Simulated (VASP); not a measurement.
The system is Sb2S3 (Stibnite).

```xyz
20
Lattice="11.3110 0.0000 0.0000 0.0000 3.8389 0.0000 0.0000 0.0000 11.2230" Properties=species:S:1:pos:R:3 pbc="T T T"
Sb    5.3231    0.9597    3.6581
Sb    0.3324    2.8792    9.2696
Sb   10.9786    0.9597    1.9534
Sb    5.9879    2.8792    7.5649
Sb    3.9655    2.8792    0.4043
Sb    1.6900    0.9597    6.0158
Sb    9.6210    2.8792    5.2072
Sb    7.3455    0.9597   10.8187
S     3.3044    0.9597    2.1527
S     2.3511    2.8792    7.7642
S     8.9599    0.9597    3.4588
S     8.0066    2.8792    9.0703
S     6.2188    2.8792    1.3804
S    10.7477    0.9597    6.9919
S     0.5633    2.8792    4.2311
S     5.0922    0.9597    9.8426
S     4.2428    2.8792    4.9258
S     1.4127    0.9597   10.5373
S     9.8983    2.8792    0.6857
S     7.0682    0.9597    6.2972
```

```yaml
Program: VASP 6.6.1
Task: relaxation of cell and atoms
Functional: PBEsol
Potentials_or_basis: VASP PAW PBE potentials, release 64 (Sb, S)
Cutoff: 600 eV
k_mesh: 4 × 8 × 4
Occupations: gaussian, width 0.03 eV
Spin: no spin polarisation
```

At the start: pressure -0.3 GPa; volume 24.37 Å³/atom.

How do energy, volume and symmetry change on relaxing?

Over 15 steps the energy falls by 5.4 meV/atom and the volume is 23.59 Å³/atom (-3.2 %); space group Pnma (No. 62, to 0.05 Å).

The path:
| step | energy change (eV) | largest force (eV/Å) | pressure (GPa) | volume (Å³) |
| --- | --- | --- | --- | --- |
| 1 | 0.0000 | 0.2717 | -0.32 | 487.32 |
| 2 | -0.0489 | 0.1533 | -0.30 | 483.86 |
| 3 | -0.0594 | 0.1583 | -0.25 | 481.32 |
| 4 | -0.0800 | 0.1252 | 0.11 | 476.82 |
| 5 | -0.0827 | 0.1729 | 0.31 | 474.48 |
| 6 | -0.0958 | 0.1301 | -0.19 | 474.88 |
| 7 | -0.0960 | 0.1329 | -0.26 | 474.94 |
| 8 | -0.1049 | 0.0590 | 0.00 | 471.95 |
| 9 | -0.1050 | 0.0605 | 0.04 | 471.56 |
| 10 | -0.1067 | 0.0418 | 0.00 | 471.70 |
| 11 | -0.1074 | 0.0306 | -0.03 | 471.85 |
| 12 | -0.1080 | 0.0223 | 0.06 | 471.39 |
| 13 | -0.1080 | 0.0248 | 0.07 | 471.32 |
| 14 | -0.1083 | 0.0113 | 0.01 | 471.64 |
| 15 | -0.1084 | 0.0080 | -0.02 | 471.83 |

Final structure:
```
Sb S
1.0
    11.28453    0.00000    0.00000
     0.00000    3.82962    0.00000
     0.00000    0.00000   10.91818
Sb S
8 12
Direct
  0.47545 0.25000 0.32591
  0.02455 0.75000 0.82591
  0.97545 0.25000 0.17409
  0.52455 0.75000 0.67409
  0.34725 0.75000 0.03232
  0.15275 0.25000 0.53232
  0.84725 0.75000 0.46768
  0.65275 0.25000 0.96768
  0.29022 0.25000 0.19145
  0.20978 0.75000 0.69145
  0.79022 0.25000 0.30855
  0.70978 0.75000 0.80855
  0.54852 0.75000 0.12699
  0.95148 0.25000 0.62699
  0.04852 0.75000 0.37301
  0.45148 0.25000 0.87301
  0.37405 0.75000 0.44244
  0.12595 0.25000 0.94244
  0.87405 0.75000 0.05756
  0.62595 0.25000 0.55756
```

Caveat: the PAW data sets were made with another functional, which shifts forces and pressure a little.
